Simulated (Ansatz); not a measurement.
Pd: eigenvalues along the path

```
Pd
1.0
     0.00000    1.94490    1.94490
     1.94490    0.00000    1.94490
     1.94490    1.94490    0.00000
Pd
1
Cartesian
  0.0000 0.0000 0.0000
```

The cell comes from COD entry 9008478, which wasn't checked; take it as a given geometry.

Spin polarisation is left out, and whether a magnetic state lies lower isn't shown here.

The calculation used DFT, LDA, all-electron LAPW, scalar-relativistic in Ansatz 0.2.0.

Sampling and basis: a Γ-centred 18×18×18 k mesh, Fermi–Dirac smearing of 0.05 eV, basis error target 0.25 meV/atom, no spin polarisation.

Path points, in fractions of the reciprocal vectors: Γ (0.000, 0.000, 0.000), X (0.500, 0.000, 0.500), U (0.625, 0.250, 0.625), K (0.375, 0.375, 0.750), L (0.500, 0.500, 0.500), W (0.500, 0.250, 0.750). Levels in eV from the Fermi level; bands 10 to 16, counted from the lowest band of the run. The gap is zero.

```
# k(1/Å) point b10 b11 b12 b13 b14 b15 b16
0.000 Γ -7.30 -2.89 -2.89 -2.89 -1.24 -1.24 16.97
0.323 - -6.82 -3.15 -2.67 -2.67 -1.50 -1.13 17.50
0.646 - -5.61 -3.79 -2.03 -2.03 -1.98 -0.85 18.80
0.969 - -4.91 -4.48 -1.20 -1.10 -1.10 -0.48 16.45
1.292 - -5.25 -5.00 -0.17 -0.14 -0.14 1.38 13.10
1.615 X -5.46 -5.18 -0.04 0.29 0.29 3.22 10.69
1.730 - -5.42 -5.15 -0.09 0.08 0.27 3.50 10.67
1.844 - -5.32 -5.03 -0.40 -0.23 0.21 4.16 10.59
1.958 - -5.17 -4.83 -0.96 -0.44 0.12 5.02 10.24
2.072 - -5.00 -4.54 -1.52 -0.69 -0.01 6.00 9.21
2.186 U -4.80 -4.21 -2.02 -0.96 -0.17 7.04 7.97
2.384 - -4.59 -4.02 -2.47 -1.18 -0.12 7.31 7.68
2.582 - -4.26 -3.81 -3.07 -1.37 -0.02 7.20 7.77
2.780 - -4.26 -3.81 -3.07 -1.37 -0.02 7.20 7.77
2.978 - -4.59 -4.02 -2.47 -1.18 -0.12 7.31 7.68
3.176 K -4.80 -4.21 -2.02 -0.96 -0.17 7.04 7.97
3.518 - -4.15 -3.38 -3.14 -1.66 -0.81 4.36 10.45
3.861 - -4.15 -3.60 -2.96 -1.95 -1.55 1.40 13.31
4.204 - -5.43 -3.48 -2.55 -2.24 -1.79 -0.52 16.25
4.546 - -6.77 -3.10 -2.72 -2.68 -1.43 -1.19 17.47
4.889 Γ -7.30 -2.89 -2.89 -2.89 -1.24 -1.24 16.97
5.169 - -6.94 -3.01 -2.77 -2.77 -1.29 -1.29 17.31
5.448 - -6.03 -3.13 -2.59 -2.59 -1.26 -1.26 16.16
5.728 - -5.35 -2.66 -2.66 -2.38 -0.83 -0.83 12.60
6.008 - -5.34 -2.85 -2.85 -0.45 -0.27 -0.27 9.09
6.288 L -5.40 -2.93 -2.93 -0.02 -0.02 0.91 7.23
6.516 - -5.21 -3.08 -2.77 -1.01 -0.05 2.12 7.21
6.745 - -4.74 -3.45 -2.31 -2.07 -0.13 3.87 7.22
6.973 - -4.15 -3.90 -2.84 -1.69 -0.16 5.75 7.39
7.201 - -4.25 -3.65 -3.29 -1.36 0.08 7.64 7.98
7.430 W -4.38 -3.44 -3.44 -1.34 0.29 8.82 8.82
7.591 - -4.52 -4.06 -2.71 -1.18 0.29 7.47 10.11
7.753 - -4.84 -4.55 -1.88 -0.80 0.29 6.11 10.39
7.915 - -5.16 -4.90 -0.98 -0.41 0.29 4.82 10.54
8.076 - -5.38 -5.11 -0.14 -0.13 0.29 3.73 10.65
8.238 X -5.46 -5.18 -0.04 0.29 0.29 3.22 10.69
```
